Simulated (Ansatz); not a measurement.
**Mo6H: a bulk modulus from differences**

It was reached by relaxing an invented guess, and it needn't be the stable form of this composition.

Level of theory: DFT PBE, scalar-relativistic, plane waves, PAW in Ansatz. Cutoff 420 eV, Γ-centred 10×10×4 mesh (7-atom cell), Gaussian smearing of 0.10 eV, no spin polarisation.

Space group P-4m2 (No. 115). a = 3.181 Å, b = 3.181 Å, c = 9.681 Å, α = 90.00°, β = 90.00°, γ = 90.00°
```tsv
atom	site	symmetry	x	y	z
H	1a	-4m2	0.0000	0.0000	0.0000
Mo	2g	2mm.	0.5000	0.0000	0.5789
Mo	2g	2mm.	0.0000	0.5000	0.0993
Mo	2g	2mm.	0.0000	0.5000	0.7446
```

The cell was set to several volumes, with shape and atoms relaxed at each where symmetry leaves them free. Pressure is positive in compression, and energies count from the lowest row. No row has a gap on its mesh.

```tsv
row	V (Å³/atom)	P (GPa)	ΔE (meV/atom)
1	12.314	41.61	195.5
2	12.734	28.65	103.9
3	13.153	?	?
4	13.573	8.09	10.4
5	13.993	0.02	0.0
6	14.413	-6.82	9.1
7	14.833	-12.61	34.8
8	15.392	-18.85	90.2
```

Question: Find B = −V·ΔP/ΔV from rows 4 and 6 and from rows 1 and 2, and from the two its slope B′ and its value B0 at zero pressure.

Answer: Rows 4 and 6 give −(13.573 + 14.413)/2 × (-6.82 − (8.09))/(14.413 − 13.573) = 248.4 GPa at a mean pressure of 0.63 GPa. Rows 1 and 2 give −(12.314 + 12.734)/2 × (28.65 − (41.61))/(12.734 − 12.314) = 386.5 GPa at a mean pressure of 35.13 GPa. So B′ = (386.5 − 248.4)/(35.13 − (0.63)) = 4.00 and B0 = 248.4 − 4.00 × (0.63) = 245.9 GPa. A third-order Birch–Murnaghan fit to all the energies gives B0 = 246.2 GPa and B′ = 4.4.

Question: Estimate the pressure and energy of row 3.

Answer: From row 5, V0 = 13.993 × (1 + (0.02)/245.9) = 13.994 Å³/atom. Murnaghan's form P = (B0/B′)·[(V0/V)^B′ − 1] gives (245.9/4.00) × [(13.994/13.153)^4.00 − 1] = 17.30 GPa; the computed pressure is 17.55 GPa, so the estimate is off by -0.25 GPa. The work of compression from row 4, with the mean of the two pressures, gives ΔE = 10.4 + (17.30 + 8.09)/2 × (13.573 − 13.153)/160.2 × 1000 = 43.7 meV/atom (1 eV/Å³ = 160.2 GPa); the computed value is 43.7 meV/atom.

All volumes keep the k mesh of the relaxed cell. A later test with randomly moved atoms came back to the same energy, though modes that don't fit the test's cell weren't probed.
